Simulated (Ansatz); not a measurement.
## Polymorphs of MgB

Level of theory: DFT PBE, scalar-relativistic, plane waves, PAW (Ansatz). All cells share a 420 eV cutoff and Γ-centred k meshes spaced at most 0.3 Å⁻¹ (0.19 for metals, 2π included).

All energies are static (0 K, no zero-point motion). The comparison covers the computed candidates alone. For metals, differences of a few meV/atom aren't resolved. No run is spin-polarised.

| # | started from | space group | atoms | V (Å³/atom) | ΔE (meV/atom) | gap on mesh (eV) |
| --- | --- | --- | --- | --- | --- | --- |
| 1 | FeSi (B20) type | P2_13 (No. 198) | 8 | 13.1 | 0 | 0.00 |
| 2 | wurtzite type, changed | P6_3/mmc (No. 194) | 4 | 17.6 | 233 | 0.00 |

The lowest structure: Space group P2_13 (No. 198), cubic, a = 4.720 Å. Mg is coordinated by 7 B at 2.50–2.55 Å and 6 Mg at 2.93 Å; around B lie 7 Mg at 2.50–2.55 Å and 6 B at 2.92 Å. Its energy against the elements is 1.00 eV/atom, so it is unstable even against them. Energies over the elements count from the lowest elemental structures computed at the same level, with no empirical corrections.

```cif
data_structure
_symmetry_space_group_name_H-M 'P2_13'
_symmetry_Int_Tables_number 198
_cell_length_a 4.7201
_cell_length_b 4.7201
_cell_length_c 4.7201
_cell_angle_alpha 90.000
_cell_angle_beta 90.000
_cell_angle_gamma 90.000
_cell_volume 105.16
loop_
_atom_site_label
_atom_site_type_symbol
_atom_site_symmetry_multiplicity
_atom_site_Wyckoff_symbol
_atom_site_fract_x
_atom_site_fract_y
_atom_site_fract_z
_atom_site_occupancy
Mg1 Mg 4 a 0.15889 0.15889 0.15889 1
B1 B 4 a 0.84647 0.84647 0.84647 1
```

The second: Space group P6_3/mmc (No. 194), hexagonal, a = 4.186 Å, c = 4.651 Å. Mg is coordinated by 5 B at 2.33–2.42 Å; B is coordinated by 5 Mg at 2.33–2.42 Å.